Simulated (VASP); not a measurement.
# Li5Cl3 (P4/mmm) in VASP: single point with PBE

Aim: the single point of Li5Cl3 with PBE.

All numbers are computed with VASP 6.6.1; they aren't measurements. Logs are shortened: lines on timing, memory, paths and dates and some standing lists are left out, and cuts for length are marked.

### Step 1. The cell of the first run

It takes space group P4/mmm (No. 123, tetragonal). The conventional cell has a = 3.231 Å, b = 3.231 Å, c = 14.870 Å, α = 90.00°, β = 90.00°, γ = 90.00°. Around Li (site symmetry 4mm) lie 4 Cl at 2.73 Å. Li (site symmetry 4/mmm) has 8 Cl at 2.82 Å and 6 Li at 3.14 to 3.23 Å as nearest neighbours. Around Li (site symmetry 4mm) lie 4 Cl at 2.74 Å and 1 Li at 3.04 Å. Cl (site symmetry 4mm) is surrounded by 8 Li at 2.73 to 2.82 Å. Cl (site symmetry 4/mmm) has 8 Li at 2.74 Å as nearest neighbours.

The cell was built by a generator and needn't be a form met in nature.

### Step 2. Single point, PBE (species swapped into the Ti3Pd5 type (P4/mmm, No. 123))

Input file INCAR:

```
SYSTEM = Li5Cl3
  PREC = Accurate
  ENCUT = 520
  EDIFF = 1E-7
  ISMEAR = 0
  SIGMA = 0.1
  LREAL = .FALSE.
  LASPH = .TRUE.
  NELM = 100
  ALGO = Fast
  ISIF = 2
  LWAVE = .FALSE.
  LCHARG = .FALSE.
  GGA = PE
  NBANDS = 28
```

Input file KPOINTS:

```
regular mesh
0
G
  12 12 4
  0 0 0
```

Input file POSCAR:

```
Li5Cl3
1.0
    3.2311479846      0.0000000000      0.0000000000
    0.0000000000      3.2311479846      0.0000000000
    0.0000000000      0.0000000000     14.8696316953
Li Cl
5 3
Direct
    0.0000000000      0.0000000000      0.2115011211
    0.0000000000      0.0000000000      0.7884988789
    0.0000000000      0.0000000000      0.0000000000
    0.5000000000      0.5000000000      0.3978363824
    0.5000000000      0.5000000000      0.6021636176
    0.5000000000      0.5000000000      0.1113483884
    0.5000000000      0.5000000000      0.8886516116
    0.0000000000      0.0000000000      0.5000000000
```

Potentials or basis: VASP PAW PBE potentials, release 64 (Li_sv, Cl).

Started as:

```
> cat potpaw_PBE.64/Li_sv/POTCAR potpaw_PBE.64/Cl/POTCAR > POTCAR
> mpirun -np 1 vasp_std > vasp.out
```

OUTCAR:

```text
SYSTEM = Li5Cl3
   PREC = Accurate
   ENCUT = 520
   EDIFF = 1E-7
   ISMEAR = 0
   LREAL = .FALSE.
   LASPH = .TRUE.
   NELM = 100
   ISIF = 2
   GGA = PE

 ion  position               nearest neighbor table
   1  0.000  0.000  0.212-
   2  0.000  0.000  0.788-
   3  0.000  0.000  0.000-
   4  0.500  0.500  0.398-
   5  0.500  0.500  0.602-
   6  0.500  0.500  0.111-
   7  0.500  0.500  0.889-
   8  0.000  0.000  0.500-

  LATTYP: Found a simple tetragonal cell.
 ALAT       =     3.2311479846
 C/A-ratio  =     4.6019655448

  Lattice vectors:

 A1 = (   3.2311479846,   0.0000000000,   0.0000000000)
 A2 = (   0.0000000000,   3.2311479846,   0.0000000000)
 A3 = (   0.0000000000,   0.0000000000,  14.8696316953)

Analysis of symmetry for initial positions (statically):
=====================================================================
 Subroutine PRICEL returns:
 Original cell was already a primitive cell.

 Routine SETGRP: Setting up the symmetry group for a
 simple tetragonal supercell.

 Subroutine GETGRP returns: Found 16 space group operations
 (whereof 16 operations were pure point group operations)
 out of a pool of 16 trial point group operations.

The static configuration has the point symmetry D_4h.

Analysis of symmetry for dynamics (positions and initial velocities):
=====================================================================
 Subroutine PRICEL returns:
 Original cell was already a primitive cell.

 Routine SETGRP: Setting up the symmetry group for a
 simple tetragonal supercell.

 Subroutine GETGRP returns: Found 16 space group operations
 (whereof 16 operations were pure point group operations)
 out of a pool of 16 trial point group operations.

The dynamic configuration has the point symmetry D_4h.

 Subroutine INISYM returns: Found 16 space group operations
 (whereof 16 operations are pure point group operations),
 and found     1 'primitive' translations

----------------------------------------------------------------------------------------

                                     Primitive cell

  volume of cell :     155.2437

  direct lattice vectors                    reciprocal lattice vectors
     3.231147985  0.000000000  0.000000000     0.309487527  0.000000000  0.000000000
     0.000000000  3.231147985  0.000000000     0.000000000  0.309487527  0.000000000
     0.000000000  0.000000000 14.869631695     0.000000000  0.000000000  0.067251161

  length of vectors
     3.231147985  3.231147985 14.869631695     0.309487527  0.309487527  0.067251161

  position of ions in fractional coordinates (direct lattice)
     0.000000000  0.000000000  0.211501121
     0.000000000  0.000000000  0.788498879
     0.000000000  0.000000000  0.000000000
     0.500000000  0.500000000  0.397836382
     0.500000000  0.500000000  0.602163618
     0.500000000  0.500000000  0.111348388
     0.500000000  0.500000000  0.888651612
     0.000000000  0.000000000  0.500000000

  ion indices of the primitive-cell ions
   primitive index   ion index
                 1           1
                 2           2
                 3           3
                 4           4
                 5           5
                 6           6
                 7           7
                 8           8

----------------------------------------------------------------------------------------

 KPOINTS: regular mesh

Automatic generation of k-mesh.
 Grid dimensions read from file:
 generate k-points for:   12   12    4

 Generating k-lattice:

  Cartesian coordinates                     Fractional coordinates (reciprocal lattice)
     0.025790627  0.000000000  0.000000000     0.083333333  0.000000000  0.000000000
     0.000000000  0.025790627  0.000000000     0.000000000  0.083333333  0.000000000
     0.000000000  0.000000000  0.016812790     0.000000000  0.000000000  0.250000000

  Length of vectors
     0.025790627  0.025790627  0.016812790

  Shift w.r.t. Gamma in fractional coordinates (k-lattice)
     0.000000000  0.000000000  0.000000000

 Subroutine IBZKPT returns following result:
 ===========================================

 Found     84 irreducible k-points:

 Following reciprocal coordinates:
            Coordinates               Weight
  0.000000  0.000000  0.000000      1.000000
  0.083333  0.000000  0.000000      4.000000
  0.166667  0.000000  0.000000      4.000000
  0.250000  0.000000  0.000000      4.000000
  0.333333  0.000000  0.000000      4.000000
  0.416667  0.000000  0.000000      4.000000
[... 16 lines left out ...]
  0.333333  0.333333  0.000000      4.000000
  0.416667  0.333333  0.000000      8.000000
 [... further k-points ...]
   k-points           NKPTS =     84   k-points in BZ     NKDIM =     84   number of bands    NBANDS=     28
   number of dos      NEDOS =    301   number of ions     NIONS =      8
   total plane-waves  NPLWV =  64512
   dimension x,y,z NGX =    24 NGY =   24 NGZ =  112
   dimension x,y,z NGXF=    48 NGYF=   48 NGZF=  224
   ions per type =               5   3
   NGX,Y,Z   is equivalent  to a cutoff of  12.35, 12.35, 12.52 a.u.
   NGXF,Y,Z  is equivalent  to a cutoff of  24.70, 24.70, 25.04 a.u.
 SYSTEM =  Li5Cl3
   PREC   = accura    normal or accurate (medium, high low for compatibility)
   ISTART =      0    job   : 0-new  1-cont  2-samecut
   ICHARG =      2    charge: 1-file 2-atom 10-const
   ISPIN  =      1    spin polarized calculation?
   LNONCOLLINEAR =      F non collinear calculations
   LSORBIT =      F    spin-orbit coupling
   LASPH  =      T    aspherical Exc in radial PAW
   ENCUT  =  520.0 eV  38.22 Ry    6.18 a.u.   6.01  6.01 27.65*2*pi/ulx,y,z
   NELM   =    100;   NELMIN=  2; NELMDL= -5     # of ELM steps
   EDIFF  = 0.1E-06   stopping-criterion for ELM
   LREAL  =      F    real-space projection
   EDIFFG = 0.1E-05   stopping-criterion for IOM
   NSW    =      0    number of steps for IOM
   IBRION =     -1    ionic relax: 0-MD 1-quasi-New 2-CG
   NFREE  =      0    steps in history (QN), initial steepest desc. (CG)
   ISIF   =      2    stress and relaxation
   ISYM   =      2    0-nonsym 1-usesym 2-fastsym
   POTIM  = 0.5000    time-step for ionic-motion
   TEBEG  =    0.0;   TEEND  =   0.0 temperature during run
   PSTRESS=    0.0 pullay stress
   NELECT =      36.0000    total number of electrons
   NUPDOWN=      -1.0000    fix difference up-down
   EMIN   =  10.00;   EMAX   =-10.00  energy-range for DOS
   EFERMI =   0.00;   METHOD = LEGACY
   ISMEAR =     0;   SIGMA  =   0.10  broadening in eV -4-tet -1-fermi 0-gaus
   EFERMI_NEDOS =   21; number of points for ismear=-14 and -15
   IALGO  =     68    algorithm
   IMIX   =      4    mixing-type and parameters
     AMIX     =   0.40;   BMIX     =  1.00
     AMIX_MAG =   1.60;   BMIX_MAG =  1.00
  volume/ion in A,a.u.               =      19.41       130.95
  Fermi-wavevector in a.u.,A,eV,Ry     =   1.005783  1.900655 13.763650  1.011600
  Thomas-Fermi vector in A             =   2.138484
   LORBIT       =      0    0 simple, 1 ext, 2 COOP (PROOUT), +10 PAW based schemes
   GGA     = PE    functional components
   LHFCALC =     F    Hartree Fock is set to
   AEXX    =    0.0000 exact exchange contribution
   IVDW    =     0    specifies the selected vdW correction
   LEPSILON=     F    determine dielectric tensor
   LRPA    =     F    only Hartree local field effects (RPA)
 non-spin polarized calculation
 RMM-DIIS sequential band-by-band and
 Gauss-broadening in eV      SIGMA  =   0.10
  energy-cutoff  :      520.00
  volume of cell :      155.24
 maximum number of plane-waves:      4228
   NGX = 13   NGY = 13   NGZ = 55

 number of electron      35.9999980 magnetization

 Free energy of the ion-electron system (eV)
  ---------------------------------------------------
  ext. energy  EPLUGINS =         0.00000000
  ---------------------------------------------------
  free energy    TOTEN  =       -23.85681842 eV

  energy without entropy =      -23.84775427  energy(sigma->0) =      -23.85228634

 E-fermi :   3.5431     XC(G=0):  -7.9454

 val. band max:        3.5412133559   @ k =   0.3333   0.1667   0.2500
 cond. band min:       3.5477919738   @ k =   0.4167   0.0833   0.2500
 fundamental gap:      0.0065786179
 Fermi energy:         3.5430991613

 k-point     1 :       0.0000    0.0000    0.0000
  band No.  band energies     occupation
      1     -45.4378      2.00000
      2     -44.4355      2.00000
      3     -44.4355      2.00000
      4     -44.4118      2.00000
      5     -44.4084      2.00000
      6     -14.3303      2.00000
[... 20 lines left out ...]
     27       9.4094      0.00000
     28       9.7636      0.00000

 k-point     2 :       0.0833    0.0000    0.0000
  band No.  band energies     occupation
      1     -45.4376      2.00000
      2     -44.4353      2.00000
      3     -44.4353      2.00000
      4     -44.4116      2.00000
      5     -44.4082      2.00000
      6     -14.2971      2.00000
[... 20 lines left out ...]
     27       9.5329      0.00000
     28       9.8149      0.00000

 k-point     3 :       0.1667    0.0000    0.0000
  band No.  band energies     occupation
      1     -45.4371      2.00000
      2     -44.4347      2.00000
      3     -44.4347      2.00000
      4     -44.4110      2.00000
      5     -44.4076      2.00000
      6     -14.2039      2.00000
[... 20 lines left out ...]
     27       9.2982      0.00000
     28       9.6772      0.00000

 k-point     4 :       0.2500    0.0000    0.0000
  band No.  band energies     occupation
      1     -45.4363      2.00000
      2     -44.4339      2.00000
      3     -44.4339      2.00000
      4     -44.4102      2.00000
      5     -44.4069      2.00000
      6     -14.0702      2.00000
[... 578 lines left out ...]
     27       7.3693      0.00000
     28       8.0249      0.00000

 k-point    23 :       0.3333    0.3333    0.0000
  band No.  band energies     occupation
      1     -45.4334      2.00000
      2     -44.4309      2.00000
      3     -44.4309      2.00000
      4     -44.4072      2.00000
      5     -44.4040      2.00000
      6     -13.5319      2.00000
[... 20 lines left out ...]
     27       7.6808      0.00000
     28       8.1271      0.00000

 k-point    24 :       0.4167    0.3333    0.0000
  band No.  band energies     occupation
      1     -45.4329      2.00000
      2     -44.4304      2.00000
      3     -44.4304      2.00000
      4     -44.4066      2.00000
      5     -44.4034      2.00000
      6     -13.4239      2.00000
[... 20 lines left out ...]
     27       7.4741      0.00000
     28       7.8284      0.00000

 [... further k-points ...]

------------------------ aborting loop because EDIFF is reached ----------------------------------------

  FORCE on cell =-STRESS in cart. coord.  units (eV):
  Direction    XX          YY          ZZ          XY          YZ          ZX
  --------------------------------------------------------------------------------------
  -------------------------------------------------------------------------------------
  Total       -0.0910795     -0.0910795     -0.0936932      0.0000000      0.0000000     -0.0000000
  in kB       -0.9399773     -0.9399773     -0.9669519      0.0000000      0.0000000     -0.0000000
  external PRESSURE =      -0.9489688 kB  Pullay stress =       0.0000000 kB

 VOLUME and BASIS-vectors are now :
 -----------------------------------------------------------------------------
  energy-cutoff  :      520.00
  volume of cell :      155.24
      direct lattice vectors                 reciprocal lattice vectors
     3.231147985  0.000000000  0.000000000     0.309487527  0.000000000  0.000000000
     0.000000000  3.231147985  0.000000000     0.000000000  0.309487527  0.000000000
     0.000000000  0.000000000 14.869631695     0.000000000  0.000000000  0.067251161

 POSITION                                       TOTAL-FORCE (eV/Angst)
 -----------------------------------------------------------------------------------
      0.00000      0.00000      3.14494         0.000000      0.000000     -0.002704
      0.00000      0.00000     11.72469        -0.000000      0.000000      0.002704
      0.00000      0.00000      0.00000         0.000000      0.000000      0.000000
      1.61557      1.61557      5.91568         0.000000      0.000000      0.003395
      1.61557      1.61557      8.95395        -0.000000      0.000000     -0.003395
      1.61557      1.61557      1.65571        -0.000000      0.000000     -0.000086
      1.61557      1.61557     13.21392         0.000000     -0.000000      0.000086
      0.00000      0.00000      7.43482         0.000000      0.000000      0.000000
 -----------------------------------------------------------------------------------
    total drift:                                0.000000     -0.000000      0.000000

  FREE ENERGIE OF THE ION-ELECTRON SYSTEM (eV)
  ---------------------------------------------------
  free  energy   TOTEN  =       -23.8568184152 eV

  energy  without entropy=      -23.8477542696  energy(sigma->0) =      -23.85228634
```

It took 6.4 min on 1 thread of Intel Xeon Platinum 8488C (Sapphire Rapids), shared host; peak memory 0.4 GiB.

Results:

```
Free energy            : -23.8568 eV
Largest force          : 0.003 eV/Å
Band gap on the k mesh : none (metal or under the smearing width)
```

Forces in eV/Å, atoms in the order of the input:
```
Li   0.000  0.000 -0.003
Li   0.000  0.000  0.003
Li   0.000  0.000  0.000
Li   0.000  0.000  0.003
Li   0.000  0.000 -0.003
Cl   0.000  0.000  0.000
Cl   0.000  0.000  0.000
Cl   0.000  0.000  0.000
```

Caveat: the cutoff is under 1.25 times the usual one of these potentials, so pressure, stress and relaxed cells hold a basis-set (Pulay) error.
